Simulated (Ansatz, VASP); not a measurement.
# KBr in VASP and in Ansatz

Contents of INCAR:

```
PREC     = Accurate       # precision mode
ENCUT    = 520            # plane-wave cutoff, eV
EDIFF    = 1E-6           # SCF threshold, eV
ISMEAR   = 0              # smearing method
SIGMA    = 0.01           # smearing width, eV
LREAL    = F              # projectors in reciprocal space
LASPH    = T              # aspherical terms in the spheres
NELM     = 60             # most SCF steps
ALGO     = Normal         # electronic algorithm
ISIF     = 2              # what is computed and relaxed
LWAVE    = F              # write WAVECAR
LCHARG   = F              # write CHGCAR
NBANDS   = 15             # bands
```

File KPOINTS:

```
Automatic mesh
0
Gamma
  6 6 6
```

The input POSCAR:

```
KBr
1.0
    0.0000000000      3.1875533123      3.1875533123
    3.1875533123      0.0000000000      3.1875533123
    3.1875533123      3.1875533123      0.0000000000
K Br
1 1
Direct
    0.0000000000      0.0000000000      0.0000000000
    0.5000000000      0.5000000000      0.5000000000
```

Input for Ansatz:

```yaml
crystal:
  lattice:
    - [0.0, 3.18755331232, 3.18755331232]
    - [3.18755331232, 0.0, 3.18755331232]
    - [3.18755331232, 3.18755331232, 0.0]
  atoms:
    - { symbol: K, position: [0.0, 0.0, 0.0] }
    - { symbol: Br, position: [0.5, 0.5, 0.5] }
kpoints:
  mp_grid: { grid: [6, 6, 6] }
scf:
  occupations: { method: fixed }
hamiltonian:
  xc: lda
  pseudopotentials: { kind: paw }
output:
  forces: true
  stress: true
  eigenvalues: true
  eigenstates:
    nscf_kmesh: { grid: [10, 10, 10] }
    de_dk: true
    e_range: [-9, 14.31614632931]
  optics:
    e_range: [0, 20]
    de: 0.2
    sigma: 0.2
    bands: { spectra_wanted_up_to: 20 }
    nscf_kmesh: { grid: [10, 10, 10] }
checkpoint:
  write: ck
  write_wavefunctions: false
```

Alike in both runs: task single point; functional LDA; k mesh 6 × 6 × 6; no spin polarisation.

|  | VASP | Ansatz |
| --- | --- | --- |
| version | VASP 6.6.1 | Ansatz 0.2.0 |
| potentials or method | VASP PAW LDA potentials, release 64 (K_sv, Br) | PAW with Ansatz's default frozen-core files, scalar-relativistic |
| plane-wave cutoff (eV) | 520 | 420 |
| occupations | gaussian, width 0.01 eV | fixed |
| valence electrons in the cell | 16 | 16 |

Ansatz gave:

| Property | Result |
| --- | --- |
| gap on the k mesh at the Fermi level (eV) | 4.32 |
| pressure (GPa) | 0.0 |

**Question.** What did VASP give for the same quantities?

**Answer.** gap on the k mesh at the Fermi level (eV): 4.32; pressure (GPa): 0.1.
